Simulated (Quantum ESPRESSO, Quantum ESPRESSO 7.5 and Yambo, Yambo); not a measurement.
# SiC (P6_3mc): dielectric function and energy loss

Aim: the dielectric function and the loss function of SiC (P6_3mc), with and without local fields.

Calculated with Quantum ESPRESSO 7.5 and Yambo 5.3.0; PBE and many-body steps on it, plane waves.

### 1. Starting point

It takes space group P6_3mc (No. 186, hexagonal). Conventional cell: a = 3.076 Å, b = 3.076 Å, c = 10.071 Å, α = 90.00°, β = 90.00°, γ = 120.00°. Nearest to Si lie 4 C at 1.88 to 1.89 Å. Si has 4 C at 1.88 to 1.89 Å nearest. C has 4 Si at 1.88 to 1.89 Å nearest. Nearest to C lie 4 Si at 1.88 to 1.89 Å. Farther neighbours are not listed.

The cell and positions are those that the Materials Project relaxed with its own functionals (PBE, PBE+U or r2SCAN), kept fixed.

### 2. Empty states on the mesh, 6×6×2 mesh, 92 bands

This step: Quantum ESPRESSO 7.5; DFT, PBE, plane waves, norm-conserving pseudopotentials.

The sums over transitions need many empty states on a uniform mesh; this step solves for them.

Contents of pw.in:

```
&control
  calculation = 'nscf'
  prefix = 'x'
  outdir = 'o'
  pseudo_dir = 'pseudo'
/
&system
  ibrav = 0
  nat = 8
  ntyp = 2
  ecutwfc = 74.0
  nbnd = 92
  force_symmorphic = .true.
/
&electrons
  conv_thr = 1e-9
  electron_maxstep = 80
  diago_full_acc = .true.
  diago_thr_init = 5e-6
/
ATOMIC_SPECIES
  Si 28.085 Si.upf
  C 12.011 C.upf
CELL_PARAMETERS angstrom
  3.0756941497 -0.0000000000 0.0000000000
  -1.5378470748 2.6636292679 0.0000000000
  0.0000000000 0.0000000000 10.0706464800
ATOMIC_POSITIONS crystal
  Si 0.6666666667 0.3333333333 0.9378419800
  Si 0.3333333333 0.6666666667 0.4378419800
  Si 0.0000000000 0.0000000000 0.6878943800
  Si 0.0000000000 0.0000000000 0.1878943800
  C 0.6666666667 0.3333333333 0.7498025900
  C 0.3333333333 0.6666666667 0.2498025900
  C 0.0000000000 0.0000000000 0.5004600500
  C 0.0000000000 0.0000000000 0.0004600500
K_POINTS automatic
  6 6 2 0 0 0
```

Command:

```bash
$ OMP_NUM_THREADS=1 mpirun -n 4 pw.x -nk 4 -in pw.in > pw.out
```

The program printed:

```text
Program PWSCF v.7.5 starts

     This program is part of the open-source Quantum ESPRESSO suite
     for quantum simulation of materials; please cite
         "P. Giannozzi et al., J. Phys.:Condens. Matter 21 395502 (2009);
         "P. Giannozzi et al., J. Phys.:Condens. Matter 29 465901 (2017);
         "P. Giannozzi et al., J. Chem. Phys. 152 154105 (2020);
     in publications or presentations arising from this work. More details at

     Atomic positions and unit cell read from directory:
     o/x.save/

     Message from routine setup:
[...]
k = 0.0000 0.1925 0.0000 (  5970 PWs)   bands (ev):

[...]
44.3903  44.4468  45.7182  46.3927  46.4521  46.5687  47.4147  48.0153
    48.8083  49.3387  49.4706  49.6331  50.9451  50.9743  51.2434  51.4087
    52.2074  52.7083  53.7005  54.0646

          k = 0.0000 0.1925-0.1527 (  5966 PWs)   bands (ev):

     [... further k-points ...]

     highest occupied, lowest unoccupied level (ev):     9.6071   11.8351

     XML data file, pseudopotentials, collected wavefunctions

=------------------------------------------------------------------------------=
   JOB DONE.
=------------------------------------------------------------------------------=
```

Elapsed: 18 s, on 4 MPI ranks of Arm Neoverse V1, shared host; peak memory 0.42 GiB; 70 s of CPU time.

Numbers from this step:

- gap: 2.228 eV
- k of the valence top: 0, 0, 0
- k of the conduction bottom: 0, -0.5, 0
- least direct gap: 3.353 eV
- k points computed: 14
- lowest point of the top converged band, above the valence top: 42.24 eV

On this mesh the gap is 2.228 eV.

The density comes from a self-consistent run that is not shown.

### 3. Conversion and set-up

This step: Yambo 5.3.0; conversion and set-up on PBE, plane waves, norm-conserving pseudopotentials.

The states are converted to the many-body program's format and the q mesh is built.

Command:

```bash
$ (cd o/x.save; p2y > p2y.log; mv SAVE ../..); yambo > setup.log
```

The program printed:

```text
 Yambo, version 5.3.0

 [02] CORE Variables Setup
 =========================

  [02.01] Unit cells
  ==================

  Cell kind             :  HCP
  Atoms in the cell     :  Si  C
  number of Si atoms    :   4
  number of C  atoms    :   4

  List of atomic masses
  Mass of Si    :  28.08500
  Mass of C     :  12.01100

  List of atomic coordinates    : [cc]
  Si1       :   2.90611   1.67784  17.84785  order 1
  Si2       : -0.22762E-09   3.3557       8.3325      order 2
  Si3       :   0.00000   0.00000  13.09116  order 3
[...]
Q [ 1]         [rlu]:  0.000000  0.000000  0.000000
 Q [ 2]         [rlu]:  0.000000  0.000000 -0.500000
 Q [ 3]         [rlu]:  0.15522E-17  0.16667       0.0000
[...]
Q [ 8]         [rlu]: -0.46565E-17 -0.50000     -0.50000
 Q [ 9]         [rlu]:  0.166667  0.166667  0.000000
 Q [10]         [rlu]:  0.166667  0.166667 -0.500000
 Q [11]         [rlu]:  0.166667  0.333333  0.000000
 Q [12]         [rlu]:  0.166667  0.333333 -0.500000
 Q [13]         [rlu]:  0.333333  0.333333  0.000000
 Q [14]         [rlu]:  0.333333  0.333333 -0.500000

  [03.01] X indexes
  =================

   [03.01.01] Sigma indexes
   ========================

 [06] Game Over & Game summary
```

The job ended after 2.5 s (1 MPI rank; peak memory 0.25 GiB).

### 4. RPA response with local fields

The response function is computed on a frequency grid, with local fields up to the given cutoff.

This step: RPA response with local fields on PBE, plane waves, norm-conserving pseudopotentials.

Contents of optics1.in:

```
optics
chi
dipoles
Chimod= "HARTREE"
% QpntsRXd
 1 | 4 |
%
% BndsRnXd
 1 | 92 |
%
NGsBlkXd= 3 Ry
% EnRngeXd
 0 | 30 | eV
%
% DmRngeXd
 0.2 | 0.2 | eV
%
ETStpsXd= 301
% LongDrXd
 1 | 0 | 0 |
%
```

Command:

```bash
$ OMP_NUM_THREADS=1 mpirun -n 4 yambo -F optics1.in -J optics1 -C optics1 > optics1.log
```

The program printed:

```text
 Yambo, version 5.3.0

 [02] CORE Variables Setup
 =========================

  [... cell, symmetries and grids as in the set-up ...]

  [02.05] Energies & Occupations
  ==============================

  [X] === General ===
  [X] Electronic Temperature                        :  0.000000  0.000000 [eV K]
  [X] Bosonic    Temperature                        :  0.000000  0.000000 [eV K]
  [X] Finite Temperature mode                       : no
  [X] El. density                                   :  0.38786E+24 [cm-3]
  [X] Fermi Level                                   :  9.607050 [eV]

  [X] === Gaps and Widths ===
  [X] Conduction Band Min                           :  2.228002 [eV]
  [X] Valence Band Max                              :  0.000000 [eV]
  [X] Filled Bands                                  :  16
  [X] Empty Bands                                   :   17   92
  [X] Direct Gap                                    :  3.353160 [eV]
  [X] Direct Gap localized at k                     :   7
  [X] Indirect Gap                                  :  2.228002 [eV]
  [X] Indirect Gap between kpts                     :   1   7
  [X] Last valence band width                       :  2.457014 [eV]
  [X] 1st conduction band width                     :  3.091587 [eV]

 [03] Transferred momenta grid and indexing
 ==========================================

 IBZ Q-points                                      :  14
 BZ  Q-points                                      :   72

 K/Q-points units:
 rlu = crystal or reduced units; cc = cartesian coordinates; iku = interal k-units

 Q [ 1]         [rlu]:  0.000000  0.000000  0.000000
 Q [ 2]         [rlu]:  0.000000  0.000000 -0.500000
 Q [ 3]         [rlu]:  0.15522E-17  0.16667       0.0000
 Q [ 4]         [rlu]:  0.15522E-17  0.16667     -0.50000
 Q [ 5]         [rlu]:  0.31044E-17  0.33333       0.0000
 Q [ 6]         [rlu]:  0.31044E-17  0.33333     -0.50000
 Q [ 7]         [rlu]: -0.46565E-17 -0.50000       0.0000
 Q [ 8]         [rlu]: -0.46565E-17 -0.50000     -0.50000
 Q [ 9]         [rlu]:  0.166667  0.166667  0.000000
 Q [10]         [rlu]:  0.166667  0.166667 -0.500000
 Q [11]         [rlu]:  0.166667  0.333333  0.000000
 Q [12]         [rlu]:  0.166667  0.333333 -0.500000
 Q [13]         [rlu]:  0.333333  0.333333  0.000000
 Q [14]         [rlu]:  0.333333  0.333333 -0.500000

 [04] Dipoles
 ============

  [04.01] Setup: observables and procedures
  =========================================

  [WARNING] [x,Vnl] slows the Dipoles computation. To neglect it rename the ns.kb_pp file

  [WARNING] [r,Vnl^pseudo] included in position and velocity dipoles.

  [WARNING] In case H contains other non local terms, these are neglected

 [05] Optics
 ===========

 [08] Game Over & Game summary
```

Wall time 83 s (4 MPI ranks); peak memory 1.8 GiB.

Numbers from this step:

```
ε at zero frequency           : 7.203
the same without local fields : 7.608
loss peak                     : 22.4 eV
```

The static value is 7.20.

The ε₂ has structure finer than the step of the table below, so its rows give means over 1 eV, whole bins alone (the curve runs from 0 to 30 eV). Peaks (eV: height): HARTREE 5.9: 16.5, 6.7: 19.6; no local fields 5.9: 17.7, 6.7: 21.2.

Broadening 0.2 eV; field along x. Table of ε₂ by energy; means over each step:

| energy (eV) | HARTREE | no local fields |
| --- | --- | --- |
| 1 | 0.182 | 0.199 |
| 2 | 0.230 | 0.250 |
| 3 | 0.386 | 0.413 |
| 4 | 1.13 | 1.20 |
| 5 | 4.35 | 4.81 |
| 6 | 14.1 | 15.1 |
| 7 | 14.1 | 15.2 |
| 8 | 9.76 | 10.9 |
| 9 | 6.73 | 7.31 |
| 10 | 5.86 | 6.60 |
| 11 | 5.92 | 5.81 |
| 12 | 3.47 | 3.17 |
| 13 | 2.02 | 1.84 |
| 14 | 1.45 | 1.30 |
| 15 | 1.12 | 1.03 |
| 16 | 1.03 | 0.871 |
| 17 | 0.766 | 0.641 |
| 18 | 0.592 | 0.528 |
| 19 | 0.513 | 0.448 |
| 20 | 0.378 | 0.326 |
| 21 | 0.280 | 0.253 |
| 22 | 0.270 | 0.243 |
| 23 | 0.258 | 0.224 |
| 24 | 0.246 | 0.220 |
| 25 | 0.200 | 0.188 |
| 26 | 0.164 | 0.169 |
| 27 | 0.137 | 0.151 |
| 28 | 0.130 | 0.156 |
| 29 | 0.142 | 0.182 |

Broadening 0.2 eV; field along x. The loss function, HARTREE by energy loss; read off at these points:

| energy loss (eV) | loss function, HARTREE |
| --- | --- |
| 0.0 | 0.00325 |
| 1.0 | 0.00336 |
| 2.0 | 0.00376 |
| 3.0 | 0.00474 |
| 4.0 | 0.00912 |
| 5.0 | 0.0157 |
| 6.0 | 0.0491 |
| 7.0 | 0.0714 |
| 8.0 | 0.106 |
| 9.0 | 0.128 |
| 10.0 | 0.176 |
| 11.0 | 0.132 |
| 12.0 | 0.140 |
| 13.0 | 0.183 |
| 14.0 | 0.250 |
| 15.0 | 0.399 |
| 16.0 | 0.465 |
| 17.0 | 0.510 |
| 18.0 | 0.783 |
| 19.0 | 0.920 |
| 20.0 | 1.38 |
| 21.0 | 2.72 |
| 22.0 | 3.42 |
| 22.4 | 4.06 |
| 23.0 | 3.68 |
| 24.0 | 2.85 |
| 24.3 | 3.18 |
| 25.0 | 2.66 |
| 26.0 | 1.73 |
| 27.0 | 1.03 |
| 28.0 | 0.703 |
| 29.0 | 0.586 |
| 30.0 | 0.394 |

The Im eps has structure finer than the step of the table below, so its rows give means over 1 eV, whole bins alone (the curve runs from 0 to 30 eV). Peaks (eV: height): HARTREE 6.5: 9.35, 8.4: 14.4; no local fields 6.5: 10.9, 8.0: 16.1.

Broadening 0.2 eV; momentum transfer q number 2. Im eps against energy; means over each step:

| energy (eV) | HARTREE | no local fields |
| --- | --- | --- |
| 1 | 0.132 | 0.149 |
| 2 | 0.161 | 0.182 |
| 3 | 0.238 | 0.270 |
| 4 | 0.713 | 0.812 |
| 5 | 2.42 | 2.71 |
| 6 | 6.71 | 7.86 |
| 7 | 7.36 | 8.64 |
| 8 | 13.1 | 15.0 |
| 9 | 10.5 | 11.3 |
| 10 | 7.15 | 6.96 |
| 11 | 4.60 | 4.50 |
| 12 | 3.44 | 3.35 |
| 13 | 2.71 | 2.45 |
| 14 | 1.90 | 1.66 |
| 15 | 1.35 | 1.20 |
| 16 | 1.15 | 1.01 |
| 17 | 0.781 | 0.662 |
| 18 | 0.640 | 0.572 |
| 19 | 0.545 | 0.511 |
| 20 | 0.442 | 0.399 |
| 21 | 0.367 | 0.323 |
| 22 | 0.305 | 0.261 |
| 23 | 0.287 | 0.247 |
| 24 | 0.246 | 0.227 |
| 25 | 0.194 | 0.189 |
| 26 | 0.166 | 0.178 |
| 27 | 0.132 | 0.159 |
| 28 | 0.126 | 0.164 |
| 29 | 0.139 | 0.190 |

Broadening 0.2 eV; momentum transfer q number 2. -Im 1/eps, HARTREE against energy loss; read off at these points:

| energy loss (eV) | -Im 1/eps, HARTREE |
| --- | --- |
| 0.0 | 0.00337 |
| 1.0 | 0.00348 |
| 2.0 | 0.00385 |
| 3.0 | 0.00469 |
| 4.0 | 0.00833 |
| 5.0 | 0.0297 |
| 6.0 | 0.0491 |
| 7.0 | 0.0645 |
| 8.0 | 0.0612 |
| 9.0 | 0.107 |
| 10.0 | 0.114 |
| 11.0 | 0.144 |
| 12.0 | 0.198 |
| 13.0 | 0.226 |
| 14.0 | 0.274 |
| 15.0 | 0.320 |
| 16.0 | 0.478 |
| 17.0 | 0.466 |
| 18.0 | 0.751 |
| 19.0 | 1.17 |
| 20.0 | 1.44 |
| 21.0 | 2.08 |
| 22.0 | 3.23 |
| 23.0 | 3.46 |
| 23.5 | 3.68 |
| 24.0 | 3.22 |
| 25.0 | 2.66 |
| 26.0 | 1.86 |
| 27.0 | 0.904 |
| 28.0 | 0.650 |
| 29.0 | 0.620 |
| 30.0 | 0.485 |

Broadening 0.2 eV; momentum transfer q number 3. The Im eps by energy; read off at these points:

| energy (eV) | HARTREE | no local fields |
| --- | --- | --- |
| 0.0 | 0.105 | 0.120 |
| 1.0 | 0.111 | 0.127 |
| 2.0 | 0.132 | 0.151 |
| 3.0 | 0.189 | 0.217 |
| 4.0 | 0.510 | 0.589 |
| 5.0 | 1.69 | 1.92 |
| 6.0 | 3.95 | 4.71 |
| 7.0 | 6.41 | 7.48 |
| 8.0 | 10.2 | 12.2 |
| 8.2 | 11.2 | 13.3 |
| 9.0 | 11.3 | 12.5 |
| 9.4 | 12.0 | 12.8 |
| 10.0 | 9.82 | 9.75 |
| 11.0 | 4.51 | 4.18 |
| 12.0 | 2.83 | 2.76 |
| 13.0 | 2.26 | 2.09 |
| 14.0 | 2.28 | 2.06 |
| 15.0 | 1.91 | 1.66 |
| 16.0 | 1.22 | 1.02 |
| 17.0 | 0.867 | 0.764 |
| 18.0 | 0.681 | 0.594 |
| 19.0 | 0.553 | 0.509 |
| 20.0 | 0.421 | 0.380 |
| 21.0 | 0.333 | 0.305 |
| 22.0 | 0.326 | 0.280 |
| 23.0 | 0.335 | 0.299 |
| 24.0 | 0.293 | 0.266 |
| 25.0 | 0.244 | 0.248 |
| 26.0 | 0.185 | 0.212 |
| 27.0 | 0.157 | 0.188 |
| 28.0 | 0.148 | 0.188 |
| 29.0 | 0.150 | 0.180 |
| 30.0 | 0.129 | 0.151 |

### 5. Independent-particle response

This step: independent-particle response on PBE, plane waves, norm-conserving pseudopotentials.

Contents of optics2.in:

```
optics
chi
dipoles
Chimod= "IP"
% QpntsRXd
 1 | 1 |
%
% BndsRnXd
 1 | 92 |
%
NGsBlkXd= 1 RL
% EnRngeXd
 0 | 30 | eV
%
% DmRngeXd
 0.2 | 0.2 | eV
%
ETStpsXd= 301
% LongDrXd
 1 | 0 | 0 |
%
```

Command:

```bash
$ OMP_NUM_THREADS=1 mpirun -n 4 yambo -F optics2.in -J optics2 -C optics2 > optics2.log
```

The program printed:

```text
 Yambo, version 5.3.0

 [02] CORE Variables Setup
 =========================

  [... cell, symmetries and grids as in the set-up ...]

  [02.05] Energies & Occupations
  ==============================

  [X] === General ===
  [X] Electronic Temperature                        :  0.000000  0.000000 [eV K]
  [X] Bosonic    Temperature                        :  0.000000  0.000000 [eV K]
  [X] Finite Temperature mode                       : no
  [X] El. density                                   :  0.38786E+24 [cm-3]
  [X] Fermi Level                                   :  9.607050 [eV]

  [X] === Gaps and Widths ===
  [X] Conduction Band Min                           :  2.228002 [eV]
  [X] Valence Band Max                              :  0.000000 [eV]
  [X] Filled Bands                                  :  16
  [X] Empty Bands                                   :   17   92
  [X] Direct Gap                                    :  3.353160 [eV]
  [X] Direct Gap localized at k                     :   7
  [X] Indirect Gap                                  :  2.228002 [eV]
  [X] Indirect Gap between kpts                     :   1   7
  [X] Last valence band width                       :  2.457014 [eV]
  [X] 1st conduction band width                     :  3.091587 [eV]

 [03] Transferred momenta grid and indexing
 ==========================================

 IBZ Q-points                                      :  14
 BZ  Q-points                                      :   72

 K/Q-points units:
 rlu = crystal or reduced units; cc = cartesian coordinates; iku = interal k-units

 Q [ 1]         [rlu]:  0.000000  0.000000  0.000000
 Q [ 2]         [rlu]:  0.000000  0.000000 -0.500000
 Q [ 3]         [rlu]:  0.15522E-17  0.16667       0.0000
[...]
Q [ 8]         [rlu]: -0.46565E-17 -0.50000     -0.50000
 Q [ 9]         [rlu]:  0.166667  0.166667  0.000000
 Q [10]         [rlu]:  0.166667  0.166667 -0.500000
 Q [11]         [rlu]:  0.166667  0.333333  0.000000
 Q [12]         [rlu]:  0.166667  0.333333 -0.500000
 Q [13]         [rlu]:  0.333333  0.333333  0.000000
 Q [14]         [rlu]:  0.333333  0.333333 -0.500000

 [04] Dipoles
 ============

  [04.01] Setup: observables and procedures
  =========================================

  [WARNING] [x,Vnl] slows the Dipoles computation. To neglect it rename the ns.kb_pp file

  [WARNING] [r,Vnl^pseudo] included in position and velocity dipoles.

  [WARNING] In case H contains other non local terms, these are neglected

 [05] Optics
 ===========

 [08] Game Over & Game summary
```

Elapsed: 5.3 s, on 4 MPI ranks; peak memory 1 GiB; 17 s of CPU time.

Numbers from this step:

| Property | Result |
| --- | --- |
| ε at zero frequency | 7.608 |
| loss peak | 22.4 eV |

The static value is 7.61.

### 6. RPA response with local fields

This step: RPA response with local fields on PBE, plane waves, norm-conserving pseudopotentials.

Contents of optics3.in:

```
optics
chi
dipoles
Chimod= "HARTREE"
% QpntsRXd
 1 | 1 |
%
% BndsRnXd
 1 | 92 |
%
NGsBlkXd= 3 Ry
% EnRngeXd
 0 | 30 | eV
%
% DmRngeXd
 0.2 | 0.2 | eV
%
ETStpsXd= 301
% LongDrXd
 0 | 0 | 1 |
%
```

Command:

```bash
$ OMP_NUM_THREADS=1 mpirun -n 4 yambo -F optics3.in -J optics3 -C optics3 > optics3.log
```

The program printed:

```text
 Yambo, version 5.3.0

 [02] CORE Variables Setup
 =========================

  [... cell, symmetries and grids as in the set-up ...]

  [02.05] Energies & Occupations
  ==============================

  [X] === General ===
  [X] Electronic Temperature                        :  0.000000  0.000000 [eV K]
  [X] Bosonic    Temperature                        :  0.000000  0.000000 [eV K]
  [X] Finite Temperature mode                       : no
  [X] El. density                                   :  0.38786E+24 [cm-3]
  [X] Fermi Level                                   :  9.607050 [eV]

  [X] === Gaps and Widths ===
  [X] Conduction Band Min                           :  2.228002 [eV]
  [X] Valence Band Max                              :  0.000000 [eV]
  [X] Filled Bands                                  :  16
  [X] Empty Bands                                   :   17   92
  [X] Direct Gap                                    :  3.353160 [eV]
  [X] Direct Gap localized at k                     :   7
  [X] Indirect Gap                                  :  2.228002 [eV]
  [X] Indirect Gap between kpts                     :   1   7
  [X] Last valence band width                       :  2.457014 [eV]
  [X] 1st conduction band width                     :  3.091587 [eV]

 [03] Transferred momenta grid and indexing
 ==========================================

 IBZ Q-points                                      :  14
 BZ  Q-points                                      :   72

 K/Q-points units:
 rlu = crystal or reduced units; cc = cartesian coordinates; iku = interal k-units

 Q [ 1]         [rlu]:  0.000000  0.000000  0.000000
 Q [ 2]         [rlu]:  0.000000  0.000000 -0.500000
 Q [ 3]         [rlu]:  0.15522E-17  0.16667       0.0000
[...]
Q [ 8]         [rlu]: -0.46565E-17 -0.50000     -0.50000
 Q [ 9]         [rlu]:  0.166667  0.166667  0.000000
 Q [10]         [rlu]:  0.166667  0.166667 -0.500000
 Q [11]         [rlu]:  0.166667  0.333333  0.000000
 Q [12]         [rlu]:  0.166667  0.333333 -0.500000
 Q [13]         [rlu]:  0.333333  0.333333  0.000000
 Q [14]         [rlu]:  0.333333  0.333333 -0.500000

 [04] Dipoles
 ============

  [04.01] Setup: observables and procedures
  =========================================

  [WARNING] [x,Vnl] slows the Dipoles computation. To neglect it rename the ns.kb_pp file

  [WARNING] [r,Vnl^pseudo] included in position and velocity dipoles.

  [WARNING] In case H contains other non local terms, these are neglected

 [05] Optics
 ===========

 [08] Game Over & Game summary
```

Wall time 14 s (4 MPI ranks); peak memory 1.8 GiB; 53 s of CPU time.

Numbers from this step:

- ε at zero frequency: 7.121
- the same without local fields: 7.506
- loss peak: 22.4 eV

The static value is 7.12.

The ε₂ has structure finer than the step of the table below, so its rows give means over 1 eV, whole bins alone (the curve runs from 0 to 30 eV). Peaks (eV: height): HARTREE 6.0: 11.7, 8.2: 15.9; no local fields 6.0: 12.5, 8.2: 18.4.

Broadening 0.2 eV; field along z. ε₂ against energy; means over each step:

| energy (eV) | HARTREE | no local fields |
| --- | --- | --- |
| 1 | 0.184 | 0.199 |
| 2 | 0.237 | 0.256 |
| 3 | 0.420 | 0.449 |
| 4 | 1.99 | 2.07 |
| 5 | 6.05 | 6.46 |
| 6 | 10.5 | 11.2 |
| 7 | 10.3 | 11.5 |
| 8 | 13.8 | 15.7 |
| 9 | 8.40 | 8.67 |
| 10 | 6.18 | 6.25 |
| 11 | 3.39 | 3.32 |
| 12 | 2.84 | 2.89 |
| 13 | 2.47 | 2.19 |
| 14 | 1.77 | 1.60 |
| 15 | 1.24 | 1.16 |
| 16 | 0.982 | 0.811 |
| 17 | 0.681 | 0.581 |
| 18 | 0.599 | 0.546 |
| 19 | 0.449 | 0.385 |
| 20 | 0.403 | 0.368 |
| 21 | 0.339 | 0.286 |
| 22 | 0.263 | 0.221 |
| 23 | 0.251 | 0.220 |
| 24 | 0.235 | 0.219 |
| 25 | 0.188 | 0.179 |
| 26 | 0.151 | 0.154 |
| 27 | 0.124 | 0.140 |
| 28 | 0.118 | 0.151 |
| 29 | 0.129 | 0.175 |

[end of part 1 of 3]

[Paths, hosts, dates, memory and timing lines, banners, echoed tables and standing remarks are left out of the program output.]

[Logs are printed without paths, hosts, clocks, repeated set-up lines and the standing remarks that a program may print on its own settings, such as how far it seeks lower states.]

[Runs of the session that timed out or met a known fault of the program may be left out.]

[Hosts, paths, dates, database ids (printed as entryN), source tags and the programs' standing remarks are cut or masked in the printed files.]
